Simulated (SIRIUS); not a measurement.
MgTe:

```
Te Mg
1.0
     0.00000    3.23200    3.23200
     3.23200    0.00000    3.23200
     3.23200    3.23200    0.00000
Te Mg
1 1
Direct
  0.25000 0.25000 0.25000
  0.00000 0.00000 0.00000
```

The cell comes from a database or a generator and needn't be the stable form of this composition.

Base run:

| Property | Result |
| --- | --- |
| Program | SIRIUS 7.12.0 |
| Functional | PBE |
| Potentials or basis | all-electron FP-LAPW (ZORA valence) |
| Cutoff | 158 eV |
| Basis | apw+lo standard |
| k mesh | 7 × 7 × 7 |
| Occupations | fermi-dirac, width 0.05 eV |
| Spin | no spin polarisation |

Its results: band gap on the k mesh 2.42 eV, direct.

Problem. After a change of settings the same cell gave: band gap on the k mesh 3.01 eV, indirect (least direct gap 3.13 eV). Which change was it?
A. potentials or basis from all-electron FP-LAPW (ZORA valence) to all-electron FP-LAPW (no relativity for the valence, core without relativity); valence relativity from zora to none
B. potentials or basis from all-electron FP-LAPW (ZORA valence) to all-electron FP-LAPW; valence relativity from zora to iora
C. potentials or basis from all-electron FP-LAPW (ZORA valence) to all-electron FP-LAPW (Koelling-Harmon valence); valence relativity from zora to koelling_harmon

Solution. A.

Caveats: spin-orbit coupling is left out, which moves the levels of the heavy elements; relativity is left out for the valence states, which matters for the heavier elements (some runs); relativity is left out for the core states (some runs); the mesh misses the band edges, which the band path finds closer together (some runs).
